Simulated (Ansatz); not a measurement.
**Tc: equation of state with PBE**

Crystal: Tc.

```
CELL_PARAMETERS angstrom
2.74000 0.00000 0.00000
-1.37000 2.37291 0.00000
0.00000 0.00000 4.39800
ATOMIC_POSITIONS crystal
Tc 0.66667 0.33333 0.75000
Tc 0.33333 0.66667 0.25000
```

```yaml
Program: Ansatz 0.2.0
Task: equation of state
Functional: PBE
Potentials_or_basis: Ansatz PAW
Cutoff: 500 eV
Density_cutoff: 2000 eV
k_mesh: 11 × 11 × 6
Occupations: fermi-dirac, width 0.05 eV
Spin: no spin polarisation
```

```
Equilibrium volume                        : 14.44 Å³/atom
Bulk modulus at fixed shape and positions : 299 GPa
Pressure derivative of the bulk modulus   : 4.5
```

Energy against volume, from the lowest point:
| volume (Å³/atom) | energy (meV/atom) |
| --- | --- |
| 13.440 | 71.73 |
| 13.726 | 34.45 |
| 14.011 | 11.01 |
| 14.297 | 0.00 |
| 14.583 | 0.15 |
| 14.869 | 10.30 |
| 15.155 | 29.43 |

All runs of the series together: 5.4 s on 2 threads of Intel(R) Xeon(R) 6975P-C (Granite Rapids), on a shared host.

Caveat: the cell was scaled at fixed shape and fractional positions, which overstates the stiffness of a crystal with free parameters, most of all of layers and chains.
